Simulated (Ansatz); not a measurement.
# GeTe, response to strain

The reference is GeTe (space group R3m, No. 160; layered).

```
CELL_PARAMETERS angstrom
      2.09351     1.20869     3.68680
     -2.09351     1.20869     3.68680
      0.00000    -2.41737     3.68680
ATOMIC_POSITIONS crystal
  Ge 0.23184 0.23184 0.23184
  Te 0.76816 0.76816 0.76816
```

Cartesian axes are those of the cell as printed.

Strains are applied to the cell and any free atomic positions relax; under biaxial strain the out-of-plane vector relaxes too; under stress the whole cell relaxes.

The values are results of Kohn–Sham DFT with the r2SCAN functional, run in Ansatz (a first-principles code) with PAW and 500 eV plane waves, no spin-orbit coupling, not measurements.

Notes on the quantities. pressure: mean of the normal stresses, compression positive; band gap: an upper bound: an edge found on the path is not a true extremum; the base alone; energy relative to the base: free energy F.

| variant | volume per atom | pressure | band gap | energy relative to the base |
|---|---|---|---|---|
| base | 27.99 Å³ | 0.00 GPa | 0.64 eV | 0 meV/atom |
| biaxial strain −2.84 %, plane normal [001], relaxed out of plane | 27.52 Å³ | 1.76 GPa | 0.26 eV | +13 meV/atom |
| biaxial strain +3.81 %, plane normal [001], relaxed out of plane | 29.04 Å³ | -2.11 GPa | 0.80 eV | +22 meV/atom |
| tensor shear ε_xy = −1.13 % | 27.98 Å³ | 0.02 GPa | 0.42 eV | +1.6 meV/atom |
| uniaxial stress, 1 GPa tension along z | 29.19 Å³ | – | 0.52 eV | +6.4 meV/atom |

With Te present, leaving out spin-orbit coupling can change the band edges. Stability under load was not tested beyond the relaxation. No dispersion term is included, though the crystal is made of layers, chains or molecules, so its spacings can come out too wide. The zero or small gap of GeTe under biaxial strain −2.84 %, plane normal [001], relaxed out of plane can change with the level of theory.
